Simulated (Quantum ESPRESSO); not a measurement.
Crystal: SnO.

```
Sn O
1.0
     3.81370    0.00000    0.00000
     0.00000    3.81370    0.00000
     0.00000    0.00000    4.88691
Sn O
2 2
Direct
  0.50000 0.00000 0.76463
  0.00000 0.50000 0.23537
  0.00000 0.00000 0.00000
  0.50000 0.50000 0.00000
```

The cell is a database's computed one.

| Quantity | Value |
| --- | --- |
| Program | Quantum ESPRESSO 7.5 |
| Task | relaxation of cell and atoms |
| Functional | PBEsol |
| Dispersion | rVV10 |
| Potentials or basis | GBRV 1.5 PBEsol |
| Cutoff | 925 eV |
| Density cutoff | 7401 eV |
| k mesh | 5 × 5 × 4 |
| Occupations | fermi-dirac, width 0.05 eV |
| Spin | no spin polarisation |

At the start: pressure -3.2 GPa; volume 17.77 Å³/atom.

Q: Where does the relaxation end?

A: Over 10 steps the energy falls by 21.5 meV/atom and the volume is 15.99 Å³/atom (-10.0 %); space group P4/nmm (No. 129, to 0.05 Å).

Step by step:
```
step  energy change (eV)  largest force (eV/Å)  pressure (GPa)  volume (Å³)
   1              0.0000                0.1092           -3.16        71.08
   2             -0.0052                0.1309           -2.93        70.81
   3             -0.0445                0.4282            1.16        66.50
   4             -0.0495                0.3247            0.82        66.40
   5             -0.0591                0.0958           -0.10        65.53
   6             -0.0608                0.1084           -0.25        65.60
   7             -0.0787                0.1446           -1.21        65.48
   8             -0.0849                0.1241           -0.86        64.51
   9             -0.0860                0.0347           -0.24        64.06
  10             -0.0860                0.0012           -0.03        63.97
```

Final structure:
```cif
data_structure
_symmetry_space_group_name_H-M 'P 1'
_symmetry_Int_Tables_number 1
_cell_length_a 3.7630
_cell_length_b 3.7630
_cell_length_c 4.5174
_cell_angle_alpha 90.000
_cell_angle_beta 90.000
_cell_angle_gamma 90.000
_cell_volume 63.97
loop_
_atom_site_label
_atom_site_type_symbol
_atom_site_fract_x
_atom_site_fract_y
_atom_site_fract_z
_atom_site_occupancy
Sn1 Sn 0.50000 0.00000 0.74367 1
Sn2 Sn 0.00000 0.50000 0.25633 1
O1 O 0.00000 0.00000 0.00000 1
O2 O 0.50000 0.50000 0.00000 1
```

Caveat: the k mesh is coarse; rVV10's parameter b was fitted to another functional.
